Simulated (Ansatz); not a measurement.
`[CH3][SnH]([F])[I]` + `C=CCC` → `[F][SnH2][I]` + `C=CC(C)C` at 600 K and 1 bar (formal exchange of groups at the Sn–C bond).

Program: Ansatz. Geometries: PBE0-D4/def2-TZVP. ΔE: electronic, gas phase. CBS: MP2 limit from def2 TZ/QZ plus the TZ coupled-cluster correction, frozen cores. def2 core potentials past Kr. For I, Sn outer-core shells are correlated without core-valence functions, which leaves a few kJ/mol of doubt a bond. Each species was taken in one conformer, which may not be the lowest.

```csv
species,CCSD(T)/CBS energy (Eh),H − E (kJ/mol),S (J/(mol·K))
`[CH3][SnH]([F])[I]`,-651.80248,175.8,456.1
`C=CCC`,-157.00673,336.3,375.4
`[F][SnH2][I]`,-612.52381,83.0,385.4
`C=CC(C)C`,-196.26990,423.0,425.6
```

H − E and S are ideal-gas, rigid-rotor, harmonic terms from PBE0-D4/def2-TZVP, for one conformer and one mirror image of each species. 1 Eh = 2625.50 kJ/mol, R = 8.31446 J/(mol·K).

Q: By hand: ΔE, ΔH, ΔS and ΔG.

A: ΔE = (-612.52381) + (-196.26990) − (-651.80248) − (-157.00673) = 0.01550 Eh = 40.7 kJ/mol. Δ(H − E) = 83.0 + 423.0 − 175.8 − 336.3 = -6.1, so ΔH = 34.6 kJ/mol. ΔS = 385.4 + 425.6 − 456.1 − 375.4 = -20.5 J/(mol·K). ΔG = 34.6 − 600 × (-20.5)/1000 = 46.9 kJ/mol.

Q: By hand: the equilibrium constant, and the temperature at which ΔG would vanish if ΔH and ΔS stayed fixed.

A: log₁₀ K = −ΔG/(RT ln 10) = -4.1. ΔH and −TΔS have one sign here, so there is no such temperature.

TΔS isn't small against ΔH here. A doubt of 5 kJ/mol in ΔE shifts log₁₀ K by 0.4 here. Other conformers and mirror images would add mixing entropy, several J/(mol·K) or more a flexible species. These are equilibria of isolated gas molecules and say nothing of rates. Largest T1 diagnostic: 0.012 (customary marks: 0.02 for closed shells, 0.045 for open ones).
